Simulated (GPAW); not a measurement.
# PbS (Galena) (Fm-3m) in GPAW: convergence with k mesh

Aim: find how far k mesh must go before the results for PbS (Galena) settle, at PBE. This setting moves, with any that are tied to it; all else stays.

Program: GPAW 26.7.0. These are calculated values, not measurements. Logs are shortened: lines on timing, memory, paths and dates and some standing lists are left out, and cuts for length are marked. The log counts tension as positive stress, the text compression.

## Step 1: Starting point

Symmetry: Fm-3m, No. 225, cubic system. Conventional cell: a = 5.931 Å, b = 5.931 Å, c = 5.931 Å, α = 90.00°, β = 90.00°, γ = 90.00°. Around Pb (site symmetry m-3m) lie 6 S at 2.97 Å. S (site symmetry m-3m) has 6 Pb at 2.97 Å as nearest neighbours.

## Step 2: With k mesh 2 × 2 × 2

run.py

```python
import json
import numpy as np
from ase.dft.bandgap import bandgap
from ase.io import read, write
from gpaw import GPAW, PW
from gpaw.response.g0w0 import G0W0

atoms = read('POSCAR')

calc = GPAW(mode=PW(400),
            xc='PBE',
            kpts={'size': (2, 2, 2), 'gamma': True},
            occupations={'name': 'fermi-dirac', 'width': 0.001},
            nbands=19,
            convergence={'density': 1e-06},
            maxiter=150,
            txt='gpaw.txt')
atoms.calc = calc
energy = atoms.get_potential_energy()
calc.write('gs.gpw')
write('result.traj', atoms)
print(f'Energy: {energy:.6f} eV')
print('Fermi level:', round(calc.get_fermi_level(), 4), 'eV')
print(f'Gap: {bandgap(calc)[0]:.4f} eV, direct: {bandgap(calc, direct=True)[0]:.4f} eV')

calc.diagonalize_full_hamiltonian(nbands=88)
calc.write('full.gpw', mode='all')

ibz = calc.get_ibz_k_points()
gap, vbm, cbm = bandgap(calc, output=None)
gap, direct, _ = bandgap(calc, direct=True, output=None)
gamma = int(np.abs(ibz).sum(1).argmin())
kpts = sorted({gamma, vbm[1], cbm[1], direct[1]})
gw = G0W0(calc='full.gpw',
          filename='gw',
          ecut=80,
          ecut_extrapolation=False,
          relbands=(-1, 1),
          kpts=kpts,
          integrate_gamma='sphere',
          nbands=84,
          ppa=True)
gw.calculate()
results = {mode: {key: np.asarray(r[key]).tolist() for key in ['f', 'eps', 'vxc', 'exx', 'sigma', 'Z', 'qp', 'sigma_eskn']}
           for mode, r in gw.all_results.items()}
json.dump({'kpts': ibz[kpts].tolist(), 'results': results}, open('gw.json', 'w'))
for mode, r in results.items():
    f, qp = np.array(r['f']), np.array(r['qp'])
    print(mode, 'quasiparticle energies (eV):')
    print(qp.round(3))
    print(mode, 'gap:', round(qp[f < 0.5].min() - qp[f > 0.5].max(), 4), 'eV')
```

POSCAR

```
PbS
1.0
    0.0000000000      2.9657500000      2.9657500000
    2.9657500000      0.0000000000      2.9657500000
    2.9657500000      2.9657500000      0.0000000000
Pb S
1 1
Direct
    0.0000000000      0.0000000000      0.0000000000
    0.5000000000      0.5000000000      0.5000000000
```

Potentials or basis: GPAW PAW data sets (gpaw-data 1.2.1), pw.

Run with:

```
OMP_NUM_THREADS=1 python run.py
```

Run time: 10 s. Hardware: 1 thread of Arm Neoverse V1, shared host; peak memory 0.26 GiB.

What came out:

```
Free energy                              : -7.4911 eV
Band gap on the k mesh, mean-field level : 0.08 eV, direct
Quasiparticle gap                        : 0.19 eV
Least direct quasiparticle gap           : 0.19 eV
```

## Step 3: With k mesh 3 × 3 × 3

Edit run.py of step 2 so:

```diff
@@ -11,3 +11,3 @@
             xc='PBE',
-            kpts={'size': (2, 2, 2), 'gamma': True},
+            kpts={'size': (3, 3, 3), 'gamma': True},
             occupations={'name': 'fermi-dirac', 'width': 0.001},
```

POSCAR is that of step 2.

Potentials or basis: GPAW PAW data sets (gpaw-data 1.2.1), pw.

Run with:

```
OMP_NUM_THREADS=1 python run.py
```

Wall time 16 s (1 thread of Arm Neoverse V1, shared host); peak memory 0.29 GiB.

What came out:

* Free energy: -9.0021 eV

## Step 4: With k mesh 4 × 4 × 4

Edit run.py of step 3 so:

```diff
@@ -11,3 +11,3 @@
             xc='PBE',
-            kpts={'size': (3, 3, 3), 'gamma': True},
+            kpts={'size': (4, 4, 4), 'gamma': True},
             occupations={'name': 'fermi-dirac', 'width': 0.001},
```

POSCAR is that of step 3.

Run with:

```
OMP_NUM_THREADS=1 python run.py
```

It took 37 s on 1 thread of Arm Neoverse V1, shared host; peak memory 0.36 GiB.

It converged, with:

```
Free energy                              : -8.8686 eV
Band gap on the k mesh, mean-field level : 0.31 eV, direct
Quasiparticle gap                        : 0.30 eV
Least direct quasiparticle gap           : 0.30 eV
```

## Step 5: With k mesh 5 × 5 × 5

Edit run.py of step 4 so:

```diff
@@ -11,3 +11,3 @@
             xc='PBE',
-            kpts={'size': (4, 4, 4), 'gamma': True},
+            kpts={'size': (5, 5, 5), 'gamma': True},
             occupations={'name': 'fermi-dirac', 'width': 0.001},
```

POSCAR is that of step 4.

Run with:

```
OMP_NUM_THREADS=1 python run.py
```

Run time: 76 s. Hardware: 1 thread of Arm Neoverse V1, shared host; peak memory 0.45 GiB.

The run converged. Its results:

| Property | Result |
| --- | --- |
| Free energy | -8.8962 eV |

## Step 6: With k mesh 6 × 6 × 6

Edit run.py of step 5 so:

```diff
@@ -11,3 +11,3 @@
             xc='PBE',
-            kpts={'size': (5, 5, 5), 'gamma': True},
+            kpts={'size': (6, 6, 6), 'gamma': True},
             occupations={'name': 'fermi-dirac', 'width': 0.001},
```

POSCAR is that of step 5.

Potentials or basis: GPAW PAW data sets (gpaw-data 1.2.1), pw.

Run with:

```
OMP_NUM_THREADS=1 python run.py
```

Wall time 2.7 min (1 thread of Arm Neoverse V1, shared host); peak memory 0.58 GiB.

The run converged. Its results:

```
Free energy                              : -8.8827 eV
Band gap on the k mesh, mean-field level : 0.31 eV, direct
Quasiparticle gap                        : 0.35 eV
Least direct quasiparticle gap           : 0.35 eV
```

## Step 7: With k mesh 7 × 7 × 7

Edit run.py of step 6 so:

```diff
@@ -11,3 +11,3 @@
             xc='PBE',
-            kpts={'size': (6, 6, 6), 'gamma': True},
+            kpts={'size': (7, 7, 7), 'gamma': True},
             occupations={'name': 'fermi-dirac', 'width': 0.001},
```

POSCAR is that of step 6.

Potentials or basis: GPAW PAW data sets (gpaw-data 1.2.1), pw.

Run with:

```
OMP_NUM_THREADS=1 python run.py
```

gpaw.txt:

```text
__  _  _
 | _ |_)|_||  |
 |__||  | ||/\| - 26.7.0

Input parameters:
  mode=PW(ecut=400.0),
  convergence={'density': 1e-06},
  kpts=MonkhorstPack(size=(7, 7, 7), gamma=True),
  maxiter=150,
  nbands=19,
  occupations=Occupations(name='fermi-dirac', width=0.001),
  xc=XC(name='PBE')

Diagonalizing LCAO Hamiltonian
Converting LCAO to pw mode

                S

       Pb

Atoms  # Å, Bohr magnetons
|   | symbol |        x |        y |        z |    initial magnetic moments |
|---|--------|----------|----------|----------|-----------------------------|
| 0 |     Pb | 0.000000 | 0.000000 | 0.000000 | ( 0.0000,  0.0000,  0.0000) |
| 1 |      S | 2.965750 | 2.965750 | 2.965750 | ( 0.0000,  0.0000,  0.0000) |

Unit cell  # Å
| periodic |        x |        y |        z |  lengths |    angles |
|----------|----------|----------|----------|----------|-----------|
|      yes | 0.000000 | 2.965750 | 2.965750 | 4.194204 | 60.000000 |
|      yes | 2.965750 | 0.000000 | 2.965750 | 4.194204 | 60.000000 |
|      yes | 2.965750 | 2.965750 | 0.000000 | 4.194204 | 60.000000 |

Number of symmetries: 48
Symmetry operations  # r_c * U_cc + t_c -> r_c
|    | kind |            matrix            |
|----|------|------------------------------|
|  0 |  σ   |  1, 0, 0,  1, 0,-1,  1,-1, 0 |
|  1 |  C2  |  1, 0, 0,  1,-1, 0,  1, 0,-1 |
|  2 |  E   |  1, 0, 0,  0, 1, 0,  0, 0, 1 |
|  3 |  σ   |  1, 0, 0,  0, 0, 1,  0, 1, 0 |
|  4 |  C4  |  1, 0,-1,  1, 0, 0,  1,-1, 0 |
|  5 |  S6  |  1, 0,-1,  1,-1, 0,  1, 0, 0 |
|  6 |  σ   |  1, 0,-1,  0, 1,-1,  0, 0,-1 |
|  7 |  C3  |  1, 0,-1,  0, 0,-1,  0, 1,-1 |
|  8 |  S6  |  1,-1, 0,  1, 0, 0,  1, 0,-1 |
|  9 |  C4  |  1,-1, 0,  1, 0,-1,  1, 0, 0 |
| 10 |  C3  |  1,-1, 0,  0,-1, 1,  0,-1, 0 |
| 11 |  σ   |  1,-1, 0,  0,-1, 0,  0,-1, 1 |
| 12 |  σ   |  0, 1, 0,  1, 0, 0,  0, 0, 1 |
| 13 |  C4  |  0, 1, 0,  0, 1,-1, -1, 1, 0 |
| 14 |  C3  |  0, 1, 0,  0, 0, 1,  1, 0, 0 |
| 15 |  S6  |  0, 1, 0, -1, 1, 0,  0, 1,-1 |
| 16 |  C2  |  0, 1,-1,  1, 0,-1,  0, 0,-1 |
| 17 |  σ   |  0, 1,-1,  0, 1, 0, -1, 1, 0 |
[... 118 lines left out ...]
    |    d |        |       0.000 |    0.900 |

    Using partial waves for S as LCAO basis

Reference energy: -578132.083262  # eV

eigensolver:
  PPCG
  Converge bands: occupied
  niter=2

density mixing:
  MSR1-Mixer
  Pratt-step length: 0.05
  Maximum mixing coefficient: 0.75
  Old densities: 10
  SVD Regularization: 0.005
  Good broyden scale: 1.0
  Trust region scale: 1.0
  Backstep threshold: 4.0
  History deletion threshold: 6.0
  Fourier metric: weight=20.0, sigma=0.015

occupation numbers:
  Fermi-Dirac:
    width: 0.0010  # eV

poisson solver:
  ecut: 3200.0  # eV

xc functional:
  name: PBE with 2 nearest neighbor stencil

convergence criteria:
- Maximum integral of absolute [dens]ity change: 1e-06 electrons / valence electron
- Maximum [total energy] change in last 3 cyles: 0.0005 eV / valence electron
- Maximum integral of absolute [eigenst]ate change: 4e-08 eV^2 / valence electron
maximum number of iterations: 150

SCF iterations
|iter     | |      energy | eigst |  dens |
|---------|-|-------------|-------|-------|
|iter:   1| |   -9.317822 | -0.28 |       |
|iter:   2| |   -9.208760 | -2.18 | -1.16 |
|iter:   3| |   -8.881015 | -1.62 | -1.21 |
|iter:   4| |   -8.882925 | -3.86 | -1.82 |
|iter:   5| |   -8.883909c| -4.33 | -2.17 |
|iter:   6| |   -8.883942c| -5.68 | -3.15 |
|iter:   7| |   -8.883947c| -6.76 | -3.63 |
|iter:   8| |   -8.883948c| -7.73c| -4.49 |
|iter:   9| |   -8.883948c| -7.73c| -5.19 |
|iter:  10| |   -8.883948c| -8.84c| -5.57 |
|iter:  11| |   -8.883948c| -9.32c| -6.54c|

Converged in 11 steps
Energy contributions relative to reference atoms: (reference = -578132.083262)

Energy contributions:
  Kinetic:          19.736681
  Coulomb:         -20.026233
  Zero:              0.083665
  External:          0.000000
  Xc:               -8.678061
  Entropy:          -0.000000
  Spinorbit:         0.000000
  ----------------------------
  Free energy:      -8.883948
  Extrapolated:     -8.883948

dipole moment: (-25.073646, -25.073646, -25.073646)  # |e|*Ang

Fermi level: 6.371
Eigenvalues  # (at kpt = [0.000, 0.000, 0.000])
| band index |      eig [eV] | occ [0-2] |
|------------|---------------|-----------|
|          0 |       -10.575 |     2.000 |
|        ... |               |           |
|          2 |       -10.575 |     2.000 |
|          3 |       -10.567 |     2.000 |
|          4 |       -10.567 |     2.000 |
|          5 |        -7.357 |     2.000 |
|          6 |         0.257 |     2.000 |
|          7 |         4.050 |     2.000 |
[... 9 lines left out ...]
|         17 |        15.286 |     0.000 |
|         18 |        15.286 |     0.000 |

Gap: 0.931 eV
Transition (v -> c):
  (s=0, k=19, n=9, [0.43, 0.43, 0.43]) -> (s=0, k=19, n=10, [0.43, 0.43, 0.43])
No difference between direct/indirect transitions
# Writing to gs.gpw (mode='')

Matrix size: 958x958
# Writing to full.gpw (mode='all')
```

stdout:

```text
Energy: -8.883948 eV
Fermi level: 6.3708 eV
Gap: 0.9313 eV, direct: 0.9313 eV
IBZ(<points: 20, symmetries: 48>)
Occupied bands: 10
Calculating eigenvalues:
  k-points: 2
  Bands: 9-10 (inclusive)
HSE06-eigenvalue shifts:
  min: -2.930 eV
  ave: 1.130 eV
  max: 5.133 eV
GW quasiparticle energies (eV):
[[[ 3.7   11.961]
  [ 5.962  7.053]]]
GW gap: 1.0908 eV
```

gw.w.txt:

```text
FrequencyGridDescriptor(from 0.000+0.000j to 0.000+27.211j eV, 2 points)
FrequencyGridDescriptor(from 0.000+0.000j to 0.000+27.211j eV, 2 points)

BZ k-points: Symmetries present (total): 48

343 k-points: 7 x 7 x 7 Monkhorst-Pack grid
20 k-points in the irreducible part of the Brillouin zone
[... 131 lines left out ...]
band       f     eps     vxc     exx   sigma  dsigma       Z      qp
                                                                   GW
   9   1.000   4.050 -14.459 -17.389   2.471  -0.314   0.761   3.700
  10   0.000  11.416 -13.762  -8.630  -4.436  -0.280   0.781  11.961

k-point 1 (19): (0.429, 0.429, 0.429)                GW
band       f     eps     vxc     exx   sigma  dsigma       Z      qp
                                                                   GW
   9   1.000   5.994 -15.163 -15.608   0.405  -0.262   0.792   5.962
  10   0.000   6.926 -12.535  -9.773  -2.604  -0.240   0.806   7.053
```

Wall time 5.4 min (1 thread of Arm Neoverse V1, shared host); peak memory 0.77 GiB.

What came out:

* Free energy: -8.8839 eV

## Step 8: The series at a glance

```
   k mesh  energy less the tightest run, at zero smearing (meV/atom)  SCF cycles  CPU time (s)  peak memory (GiB)
2 × 2 × 2                                                     696.41          11            10               0.26
3 × 3 × 3                                                     -59.09          11            16               0.29
4 × 4 × 4                                                       7.70          11            37               0.36
5 × 5 × 5                                                      -6.13          11            76               0.45
6 × 6 × 6                                                       0.62          11           160               0.58
7 × 7 × 7                                                       0.00          11           330               0.77
```

Against the tightest run, the energy stays within 1 meV/atom from 6 × 6 × 6 on. Meshes of other sizes hit other points, so gaps and Fermi surfaces needn't settle smoothly. The tightest run that finished is the yardstick and may itself not be fully converged.

Caveats: the long-wavelength limit can be off by a per cent or two.
